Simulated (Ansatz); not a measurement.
Crystal: Cd.

```xyz
2
Lattice="2.9789 0.0000 0.0000 -1.4894 2.5798 0.0000 0.0000 0.0000 5.6177" Properties=species:S:1:pos:R:3 pbc="T T T"
Cd    1.4894    0.8599    4.2132
Cd    0.0000    1.7199    1.4044
```

- Program: Ansatz 0.2.0
- Task: single point
- Functional: PBE
- Potentials or basis: all-electron LAPW, scalar-relativistic
- Cutoff: 224 eV (chosen from the basis error)
- Basis error allowed: 0.001 eV/atom
- k mesh: 10 × 10 × 5
- Occupations: fermi-dirac, width 0.05 eV
- Spin: no spin polarisation

On this cell: pressure 2.9 GPa; largest force under 0.003 eV/Å; band gap on the k mesh none (metal or under the smearing width).

The same run follows on a disturbed copy (atoms moved at random, drawn with an rms of 0.05 Å):

```
Cd
1.0
     2.97887    0.00000    0.00000
    -1.48944    2.57978    0.00000
     0.00000    0.00000    5.61765
Cd
2
Direct
  0.65588 0.32948 0.76127
  0.31215 0.68112 0.25800
```

Problem. What does the disturbed cell give?

Solution. The energy (extrapolated to zero smearing) moves by +0.6 meV/atom; pressure 2.9 GPa; largest force 0.040 eV/Å; band gap on the k mesh none (metal or under the smearing width).

Forces on the atoms (eV/Å):
```
Cd  -0.017  0.014 -0.034
Cd   0.017 -0.014  0.034
```

Stress tensor (GPa, compression positive):
```
 3.52 -0.07  0.01
-0.07  3.41 -0.01
 0.01 -0.01  1.73
```
